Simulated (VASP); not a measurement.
Crystal: GaP.

```
Ga P
1.0
     0.00000    2.72525    2.72525
     2.72525    0.00000    2.72525
     2.72525    2.72525    0.00000
Ga P
1 1
Direct
  0.00000 0.00000 0.00000
  0.75000 0.75000 0.75000
```

* Program: VASP 6.6.1
* Task: relaxation of cell and atoms
* Functional: RPBE
* Dispersion: D3(BJ)
* Potentials or basis: VASP PAW PBE potentials, release 64 (Ga_d, P)
* Cutoff: 600 eV
* k mesh: 8 × 8 × 8
* Occupations: fermi-dirac, width 0.05 eV
* Spin: no spin polarisation

At the start: pressure -7.0 GPa; volume 20.24 Å³/atom.

Problem. Where does the relaxation end?

Solution. Over 8 steps the energy falls by 39.9 meV/atom and the volume is 18.55 Å³/atom (-8.4 %); space group F-43m (No. 216, to 0.05 Å).

The path:
| step | energy change (eV) | largest force (eV/Å) | pressure (GPa) | volume (Å³) |
| --- | --- | --- | --- | --- |
| 1 | 0.0000 | 0.0000 | -7.03 | 40.48 |
| 2 | -0.0578 | 0.0000 | 4.57 | 35.50 |
| 3 | -0.0798 | 0.0000 | -0.08 | 37.10 |
| 4 | -0.0797 | 0.0000 | 0.23 | 37.03 |
| 5 | -0.0797 | 0.0000 | -0.22 | 37.17 |
| 6 | -0.0798 | 0.0000 | 0.11 | 37.09 |
| 7 | -0.0797 | 0.0000 | -0.11 | 37.11 |
| 8 | -0.0798 | 0.0000 | 0.02 | 37.10 |

Final structure:
```
Ga P
1.0
     0.00000    2.64714    2.64714
     2.64714    0.00000    2.64714
     2.64714    2.64714    0.00000
Ga P
1 1
Direct
  0.00000 0.00000 0.00000
  0.75000 0.75000 0.75000
```

Caveat: the PAW data sets were made with another functional, which shifts forces and pressure a little.
